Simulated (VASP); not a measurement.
# CdTe (F-43m) in VASP: band structure with r2SCAN

Aim: the band structure of CdTe with r2SCAN.

Program: VASP 6.6.1. These are calculated values, not measurements. Logs are shortened: lines on timing, memory, paths and dates and some standing lists are left out, and cuts for length are marked.

**Experimental background.**

A printed reference work, data compilation reports, for a bulk crystal of CdTe at 0 K: band gap 1.607 eV.

How close the calculation comes is told below.

## Step 1: The crystal as given

It takes space group F-43m (No. 216, cubic). The conventional cell has a = 6.563 Å, b = 6.563 Å, c = 6.563 Å, α = 90.00°, β = 90.00°, γ = 90.00°. Cd (site symmetry -43m) is surrounded by 4 Te at 2.84 Å. Around Te (site symmetry -43m) lie 4 Cd at 2.84 Å.

## Step 2: Band structure, r2SCAN

INCAR

```
SYSTEM = CdTe
PREC     = Accurate       ! precision mode
ENCUT    = 520            ! plane-wave cutoff, eV
EDIFF    = 1E-7           ! SCF threshold, eV
ISMEAR   = 0              ! smearing method
SIGMA    = 0.02           ! smearing width, eV
LREAL    = .FALSE.        ! projectors in reciprocal space
LASPH    = .TRUE.         ! aspherical terms in the spheres
NELM     = 60             ! most SCF steps
ALGO     = Normal         ! electronic algorithm
ISIF     = 2              ! what is computed and relaxed
LWAVE    = .FALSE.        ! write WAVECAR
LCHARG   = .FALSE.        ! write CHGCAR
METAGGA  = R2SCAN         ! meta-GGA
LMIXTAU  = .TRUE.       
NBANDS   = 16             ! bands
```

KPOINTS

```
Automatic mesh
0
G
  8 8 8
  0 0 0
```

POSCAR

```
CdTe                                    
1.0
    0.0000000000      3.2813972632      3.2813972632
    3.2813972632      0.0000000000      3.2813972632
    3.2813972632      3.2813972632      0.0000000000
  Cd              Te            
     1     1
Direct
     0.0000000000000000    0.0000000000000000    0.0000000000000000
     0.2500000000000000    0.2500000000000000    0.2500000000000000
```

KPOINTS_OPT

```
path GXWKGLUWLK,UX
20
line-mode
reciprocal
 0.0000000000  0.0000000000  0.0000000000  G
 0.5000000000  0.0000000000  0.5000000000  X

 0.5000000000  0.0000000000  0.5000000000  X
 0.5000000000  0.2500000000  0.7500000000  W

 0.5000000000  0.2500000000  0.7500000000  W
 0.3750000000  0.3750000000  0.7500000000  K

 0.3750000000  0.3750000000  0.7500000000  K
 0.0000000000  0.0000000000  0.0000000000  G

 0.0000000000  0.0000000000  0.0000000000  G
 0.5000000000  0.5000000000  0.5000000000  L

 0.5000000000  0.5000000000  0.5000000000  L
 0.6250000000  0.2500000000  0.6250000000  U

 0.6250000000  0.2500000000  0.6250000000  U
 0.5000000000  0.2500000000  0.7500000000  W

 0.5000000000  0.2500000000  0.7500000000  W
 0.5000000000  0.5000000000  0.5000000000  L

 0.5000000000  0.5000000000  0.5000000000  L
 0.3750000000  0.3750000000  0.7500000000  K

 0.6250000000  0.2500000000  0.6250000000  U
 0.5000000000  0.0000000000  0.5000000000  X
```

Potentials or basis: VASP PAW PBE potentials, release 64 (Cd, Te).

Command:

```sh
> cat potpaw_PBE.64/Cd/POTCAR potpaw_PBE.64/Te/POTCAR > POTCAR
> mpirun -np 1 vasp_std > vasp.out
```

OUTCAR:

```text
SYSTEM = CdTe
   PREC = Accurate
   ENCUT = 520
   EDIFF = 1E-7
   ISMEAR = 0
   LREAL = .FALSE.
   LASPH = .TRUE.
   NELM = 60
   ISIF = 2
   METAGGA = R2SCAN

 ion  position               nearest neighbor table
   1  0.000  0.000  0.000-   2 2.84   2 2.84   2 2.84   2 2.84
   2  0.250  0.250  0.250-   1 2.84   1 2.84   1 2.84   1 2.84

  LATTYP: Found a face centered cubic cell.
 ALAT       =     6.5627945264

  Lattice vectors:

 A1 = (   0.0000000000,   3.2813972632,   3.2813972632)
 A2 = (   3.2813972632,   0.0000000000,   3.2813972632)
 A3 = (   3.2813972632,   3.2813972632,   0.0000000000)

Analysis of symmetry for initial positions (statically):
=====================================================================
 Subroutine PRICEL returns:
 Original cell was already a primitive cell.

 Routine SETGRP: Setting up the symmetry group for a
 face centered cubic supercell.

 Subroutine GETGRP returns: Found 24 space group operations
 (whereof 24 operations were pure point group operations)
 out of a pool of 48 trial point group operations.

The static configuration has the point symmetry T_d .

Analysis of symmetry for dynamics (positions and initial velocities):
=====================================================================
 Subroutine PRICEL returns:
 Original cell was already a primitive cell.

 Routine SETGRP: Setting up the symmetry group for a
 face centered cubic supercell.

 Subroutine GETGRP returns: Found 24 space group operations
 (whereof 24 operations were pure point group operations)
 out of a pool of 48 trial point group operations.

The dynamic configuration has the point symmetry T_d .

 Subroutine INISYM returns: Found 24 space group operations
 (whereof 24 operations are pure point group operations),
 and found     1 'primitive' translations

----------------------------------------------------------------------------------------

                                     Primitive cell

  volume of cell :      70.6653

  direct lattice vectors                    reciprocal lattice vectors
     0.000000000  3.281397263  3.281397263    -0.152374114  0.152374114  0.152374114
     3.281397263  0.000000000  3.281397263     0.152374114 -0.152374114  0.152374114
     3.281397263  3.281397263  0.000000000     0.152374114  0.152374114 -0.152374114

  length of vectors
     4.640596513  4.640596513  4.640596513     0.263919707  0.263919707  0.263919707

  position of ions in fractional coordinates (direct lattice)
     0.000000000  0.000000000  0.000000000
     0.250000000  0.250000000  0.250000000

  ion indices of the primitive-cell ions
   primitive index   ion index
                 1           1
                 2           2

----------------------------------------------------------------------------------------

 KPOINTS: Automatic mesh

Automatic generation of k-mesh.
 Grid dimensions read from file:
 generate k-points for:    8    8    8

 Generating k-lattice:

  Cartesian coordinates                     Fractional coordinates (reciprocal lattice)
    -0.019046764  0.019046764  0.019046764     0.125000000  0.000000000  0.000000000
     0.019046764 -0.019046764  0.019046764     0.000000000  0.125000000  0.000000000
     0.019046764  0.019046764 -0.019046764     0.000000000  0.000000000  0.125000000

  Length of vectors
     0.032989963  0.032989963  0.032989963

  Shift w.r.t. Gamma in fractional coordinates (k-lattice)
     0.000000000  0.000000000  0.000000000

 Subroutine IBZKPT returns following result:
 ===========================================

 Found     29 irreducible k-points:

 Following reciprocal coordinates:
            Coordinates               Weight
  0.000000  0.000000  0.000000      1.000000
  0.125000  0.000000  0.000000      8.000000
  0.250000  0.000000  0.000000      8.000000
  0.375000  0.000000  0.000000      8.000000
  0.500000  0.000000  0.000000      4.000000
  0.125000  0.125000  0.000000      6.000000
[... 16 lines left out ...]
  0.500000  0.250000  0.125000     48.000000
 -0.375000  0.250000  0.125000     24.000000
 [... further k-points ...]
   k-points           NKPTS =     29   k-points in BZ     NKDIM =     29   number of bands    NBANDS=     16
   number of dos      NEDOS =    301   number of ions     NIONS =      2
   total plane-waves  NPLWV =  46656
   dimension x,y,z NGX =    36 NGY =   36 NGZ =   36
   dimension x,y,z NGXF=    72 NGYF=   72 NGZF=   72
   ions per type =               1   1
   NGX,Y,Z   is equivalent  to a cutoff of  12.90, 12.90, 12.90 a.u.
   NGXF,Y,Z  is equivalent  to a cutoff of  25.79, 25.79, 25.79 a.u.
 SYSTEM =  CdTe
   PREC   = accura    normal or accurate (medium, high low for compatibility)
   ISTART =      0    job   : 0-new  1-cont  2-samecut
   ICHARG =      2    charge: 1-file 2-atom 10-const
   ISPIN  =      1    spin polarized calculation?
   LNONCOLLINEAR =      F non collinear calculations
   LSORBIT =      F    spin-orbit coupling
   LASPH  =      T    aspherical Exc in radial PAW
   ENCUT  =  520.0 eV  38.22 Ry    6.18 a.u.   8.63  8.63  8.63*2*pi/ulx,y,z
   NELM   =     60;   NELMIN=  2; NELMDL= -5     # of ELM steps
   EDIFF  = 0.1E-06   stopping-criterion for ELM
   LREAL  =      F    real-space projection
   EDIFFG = 0.1E-05   stopping-criterion for IOM
   NSW    =      0    number of steps for IOM
   IBRION =     -1    ionic relax: 0-MD 1-quasi-New 2-CG
   NFREE  =      0    steps in history (QN), initial steepest desc. (CG)
   ISIF   =      2    stress and relaxation
   ISYM   =      2    0-nonsym 1-usesym 2-fastsym
   POTIM  = 0.5000    time-step for ionic-motion
   TEBEG  =    0.0;   TEEND  =   0.0 temperature during run
   PSTRESS=    0.0 pullay stress
   NELECT =      18.0000    total number of electrons
   NUPDOWN=      -1.0000    fix difference up-down
   EMIN   =  10.00;   EMAX   =-10.00  energy-range for DOS
   EFERMI =   0.00;   METHOD = LEGACY
   ISMEAR =     0;   SIGMA  =   0.02  broadening in eV -4-tet -1-fermi 0-gaus
   EFERMI_NEDOS =   21; number of points for ismear=-14 and -15
   IALGO  =     38    algorithm
   IMIX   =      4    mixing-type and parameters
     AMIX     =   0.40;   BMIX     =  1.00
     AMIX_MAG =   1.60;   BMIX_MAG =  1.00
  volume/ion in A,a.u.               =      35.33       238.44
  Fermi-wavevector in a.u.,A,eV,Ry     =   1.037760  1.961082 14.652733  1.076945
  Thomas-Fermi vector in A             =   2.172213
   LORBIT       =      0    0 simple, 1 ext, 2 COOP (PROOUT), +10 PAW based schemes
   METAGGA = R2SCAN    functional components
   LHFCALC =     F    Hartree Fock is set to
   AEXX    =    0.0000 exact exchange contribution
   IVDW    =     0    specifies the selected vdW correction
   LEPSILON=     F    determine dielectric tensor
   LRPA    =     F    only Hartree local field effects (RPA)
 non-spin polarized calculation
 Gauss-broadening in eV      SIGMA  =   0.02
  energy-cutoff  :      520.00
  volume of cell :       70.67
 maximum number of plane-waves:      1924
   NGX = 17   NGY = 17   NGZ = 17

 number of electron      18.0000006 magnetization

 Free energy of the ion-electron system (eV)
  ---------------------------------------------------
  ext. energy  EPLUGINS =         0.00000000
  ---------------------------------------------------
  free energy    TOTEN  =       -46.64527491 eV

  energy without entropy =      -46.64527491  energy(sigma->0) =      -46.64527491

 E-fermi :   1.9075     XC(G=0):  -8.9302

 val. band max:        1.7635733324   @ k =   0.0000   0.0000   0.0000
 cond. band min:       2.9136132116   @ k =   0.0000   0.0000   0.0000
 fundamental gap:      1.1500398792
 Fermi energy:         1.9074910214

 k-point     1 :       0.0000    0.0000    0.0000
  band No.  band energies     occupation
      1      -9.5471      2.00000
      2      -6.6760      2.00000
      3      -6.6760      2.00000
      4      -6.6760      2.00000
      5      -6.4203      2.00000
      6      -6.4203      2.00000
[... 8 lines left out ...]
     15      11.5287      0.00000
     16      11.5287      0.00000

 k-point     2 :       0.1250    0.0000    0.0000
  band No.  band energies     occupation
      1      -9.4918      2.00000
      2      -6.6654      2.00000
      3      -6.6654      2.00000
      4      -6.6282      2.00000
      5      -6.4210      2.00000
      6      -6.4210      2.00000
[... 8 lines left out ...]
     15      10.8372      0.00000
     16      10.8372      0.00000

 k-point     3 :       0.2500    0.0000    0.0000
  band No.  band energies     occupation
      1      -9.3583      2.00000
      2      -6.6418      2.00000
      3      -6.6418      2.00000
      4      -6.4724      2.00000
      5      -6.4203      2.00000
      6      -6.4203      2.00000
[... 8 lines left out ...]
     15      10.6371      0.00000
     16      10.6371      0.00000

 k-point     4 :       0.3750    0.0000    0.0000
  band No.  band energies     occupation
      1      -9.2268      2.00000
      2      -6.6216      2.00000
      3      -6.6216      2.00000
      4      -6.4155      2.00000
      5      -6.4155      2.00000
      6      -6.2254      2.00000
[... 8 lines left out ...]
     15      11.4668      0.00000
     16      11.4668      0.00000

 k-point     5 :       0.5000    0.0000    0.0000
  band No.  band energies     occupation
      1      -9.1736      2.00000
      2      -6.6145      2.00000
      3      -6.6145      2.00000
      4      -6.4121      2.00000
      5      -6.4120      2.00000
      6      -6.0760      2.00000
[... 8 lines left out ...]
     15      12.5603      0.00000
     16      12.5603      0.00000

 k-point     6 :       0.1250    0.1250    0.0000
  band No.  band energies     occupation
      1      -9.4735      2.00000
      2      -6.6552      2.00000
      3      -6.6552      2.00000
      4      -6.6263      2.00000
      5      -6.4258      2.00000
      6      -6.4160      2.00000
[... 8 lines left out ...]
     15      10.7486      0.00000
     16      11.6708      0.00000
[... 267 lines left out ...]
 k-point    21 :       0.5000    0.5000    0.0000
  band No.  band energies     occupation
      1      -9.0606      2.00000
      2      -6.5210      2.00000
      3      -6.5210      2.00000
      4      -6.5122      2.00000
      5      -6.3912      2.00000
      6      -5.9370      2.00000
[... 8 lines left out ...]
     15      13.0399      0.00000
     16      13.7660      0.00000

 k-point    22 :       0.3750    0.2500    0.1250
  band No.  band energies     occupation
      1      -9.2611      2.00000
      2      -6.6148      2.00000
      3      -6.6030      2.00000
      4      -6.4618      2.00000
      5      -6.4108      2.00000
      6      -6.3296      2.00000
[... 8 lines left out ...]
     15      12.0293      0.00000
     16      12.6511      0.00000

 k-point    23 :       0.5000    0.2500    0.1250
  band No.  band energies     occupation
      1      -9.1587      2.00000
      2      -6.5950      2.00000
      3      -6.5857      2.00000
      4      -6.4445      2.00000
      5      -6.4107      2.00000
      6      -6.1120      2.00000
[... 8 lines left out ...]
     15      12.2338      0.00000
     16      12.9209      0.00000

 k-point    24 :      -0.3750    0.2500    0.1250
  band No.  band energies     occupation
      1      -9.1176      2.00000
      2      -6.5889      2.00000
      3      -6.5791      2.00000
      4      -6.4340      2.00000
      5      -6.4147      2.00000
      6      -5.9841      2.00000
[... 8 lines left out ...]
     15      12.3242      0.00000
     16      12.8902      0.00000

 [... further k-points ...]

------------------------ aborting loop because EDIFF is reached ----------------------------------------

  FORCE on cell =-STRESS in cart. coord.  units (eV):
  Direction    XX          YY          ZZ          XY          YZ          ZX
  --------------------------------------------------------------------------------------
  -------------------------------------------------------------------------------------
  Total        0.0024459      0.0024459      0.0024459     -0.0000000      0.0000000      0.0000000
  in kB        0.0554564      0.0554564      0.0554564     -0.0000000      0.0000000      0.0000000
  external PRESSURE =       0.0554564 kB  Pullay stress =       0.0000000 kB

 VOLUME and BASIS-vectors are now :
 -----------------------------------------------------------------------------
  energy-cutoff  :      520.00
  volume of cell :       70.67
      direct lattice vectors                 reciprocal lattice vectors
     0.000000000  3.281397263  3.281397263    -0.152374114  0.152374114  0.152374114
     3.281397263  0.000000000  3.281397263     0.152374114 -0.152374114  0.152374114
     3.281397263  3.281397263  0.000000000     0.152374114  0.152374114 -0.152374114

 POSITION                                       TOTAL-FORCE (eV/Angst)
 -----------------------------------------------------------------------------------
      0.00000      0.00000      0.00000         0.000000      0.000000      0.000000
      1.64070      1.64070      1.64070        -0.000000     -0.000000     -0.000000
 -----------------------------------------------------------------------------------
    total drift:                               -0.000001     -0.000001     -0.000001

  FREE ENERGIE OF THE ION-ELECTRON SYSTEM (eV)
  ---------------------------------------------------
  free  energy   TOTEN  =       -46.6452749101 eV

  energy  without entropy=      -46.6452749101  energy(sigma->0) =      -46.64527491
```

Run time: 14 min. Hardware: 1 thread of Intel Xeon Platinum 8175M at 2.50GHz (Skylake/Cascade Lake), shared host; peak memory 0.23 GiB.

What came out:

```
Free energy             : -46.6453 eV
Pressure                : 0.0 GPa
Band gap on the k mesh  : 1.15 eV, direct
Band gap along the path : 1.15 eV, direct
```

Levels at the corners of the path, in eV from the valence-band top:
| point | band 5 | band 6 | band 7 | band 8 | band 9 | band 10 | band 11 | band 12 | band 13 | band 14 |
| --- | --- | --- | --- | --- | --- | --- | --- | --- | --- | --- |
| Γ | -8.18 | -8.18 | 0.00 | 0.00 | 0.00 | 1.15 | 5.06 | 5.06 | 5.06 | 7.86 |
| X | -8.15 | -7.70 | -4.17 | -1.78 | -1.78 | 2.96 | 2.99 | 9.24 | 9.62 | 9.62 |
| X | -8.15 | -7.70 | -4.17 | -1.78 | -1.78 | 2.96 | 2.99 | 9.24 | 9.62 | 9.62 |
| W | -8.18 | -7.63 | -4.03 | -2.24 | -2.09 | 4.54 | 4.95 | 6.05 | 6.71 | 10.15 |
| W | -8.18 | -7.63 | -4.03 | -2.24 | -2.09 | 4.54 | 4.95 | 6.05 | 6.71 | 10.15 |
| K | -8.17 | -7.66 | -4.06 | -2.45 | -1.47 | 3.24 | 4.82 | 7.76 | 7.90 | 8.25 |
| K | -8.17 | -7.66 | -4.06 | -2.45 | -1.47 | 3.24 | 4.82 | 7.76 | 7.90 | 8.25 |
| Γ | -8.18 | -8.18 | 0.00 | 0.00 | 0.00 | 1.15 | 5.06 | 5.06 | 5.06 | 7.86 |
| Γ | -8.18 | -8.18 | 0.00 | 0.00 | 0.00 | 1.15 | 5.06 | 5.06 | 5.06 | 7.86 |
| L | -8.18 | -7.84 | -4.28 | -0.74 | -0.74 | 2.19 | 5.60 | 5.60 | 7.38 | 9.08 |
| L | -8.18 | -7.84 | -4.28 | -0.74 | -0.74 | 2.19 | 5.60 | 5.60 | 7.38 | 9.08 |
| U | -8.17 | -7.66 | -4.06 | -2.45 | -1.47 | 3.24 | 4.82 | 7.76 | 7.90 | 8.25 |
| U | -8.17 | -7.66 | -4.06 | -2.45 | -1.47 | 3.24 | 4.82 | 7.76 | 7.90 | 8.25 |
| W | -8.18 | -7.63 | -4.03 | -2.24 | -2.09 | 4.54 | 4.95 | 6.05 | 6.71 | 10.15 |
| W | -8.18 | -7.63 | -4.03 | -2.24 | -2.09 | 4.54 | 4.95 | 6.05 | 6.71 | 10.15 |
| L | -8.18 | -7.84 | -4.28 | -0.74 | -0.74 | 2.19 | 5.60 | 5.60 | 7.38 | 9.08 |
| L | -8.18 | -7.84 | -4.28 | -0.74 | -0.74 | 2.19 | 5.60 | 5.60 | 7.38 | 9.08 |
| K | -8.17 | -7.66 | -4.06 | -2.45 | -1.47 | 3.24 | 4.82 | 7.76 | 7.90 | 8.25 |
| U | -8.17 | -7.66 | -4.06 | -2.45 | -1.47 | 3.24 | 4.82 | 7.76 | 7.90 | 8.25 |
| X | -8.15 | -7.70 | -4.17 | -1.78 | -1.78 | 2.96 | 2.99 | 9.24 | 9.62 | 9.62 |

Caveat: the PAW data sets were made with another functional, which shifts forces and pressure a little; spin-orbit coupling is left out, which moves the levels of the heavy elements.

## Step 3: Against experiment

Step 2. A measured gap of CdTe is 1.607 eV (0 K; a printed reference work, data compilation); the calculated 1.15 eV misses it by -0.46 eV. Spin-orbit coupling on Cd, Te is left out. The value is that of r2SCAN, without temperature or zero-point motion.
